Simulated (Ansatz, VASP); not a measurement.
**One calculation of Cu, two programs**

Contents of INCAR:

```
  PREC = Accurate
  ENCUT = 520
  EDIFF = 1E-7
  ISMEAR = 0
  SIGMA = 0.016
  LREAL = F
  LASPH = T
  NELM = 100
  ALGO = Fast
  ISIF = 2
  LWAVE = F
  LCHARG = F
  GGA = PE
  NBANDS = 12
```

Contents of KPOINTS:

```
regular mesh
0
Gamma
  13 13 13
```

Contents of POSCAR:

```
Cu
1.0
    0.0000000000      1.8075000000      1.8075000000
    1.8075000000      0.0000000000      1.8075000000
    1.8075000000      1.8075000000      0.0000000000
Cu
1
Direct
    0.0000000000      0.0000000000      0.0000000000
```

File input.yaml:

```yaml
crystal:
  lattice:
    - [0.0, 1.8075, 1.8075]
    - [1.8075, 0.0, 1.8075]
    - [1.8075, 1.8075, 0.0]
  atoms:
    - { symbol: Cu, position: [0.0, 0.0, 0.0] }
hamiltonian:
  xc: pbe
  pseudopotentials: { kind: paw }
kpoints:
  mp_grid: { grid: [13, 13, 13] }
scf:
  occupations: { method: gaussian, width: 0.016 }
output:
  forces: true
  stress: true
  eigenvalues: true
```

Alike in both runs: task single point; functional PBE; k mesh 13 × 13 × 13; occupations gaussian, width 0.016 eV; no spin polarisation.

```csv
,VASP,Ansatz
version,VASP 6.6.1,Ansatz 0.2.0
potentials or method,"VASP PAW PBE potentials, release 64 (Cu)",Ansatz PAW
plane-wave cutoff (eV),520,420
valence electrons in the cell,11,19
```

|  | VASP | Ansatz | Ansatz less VASP |
| --- | --- | --- | --- |
| gap on the k mesh at the Fermi level (eV) | none | none | - |
| pressure (GPa) | 2.2 | 1.7 | -0.55 |

A gap of «none» marks a metal or a gap that the smearing closes. The two sets of potentials don't hold the same shells in valence.
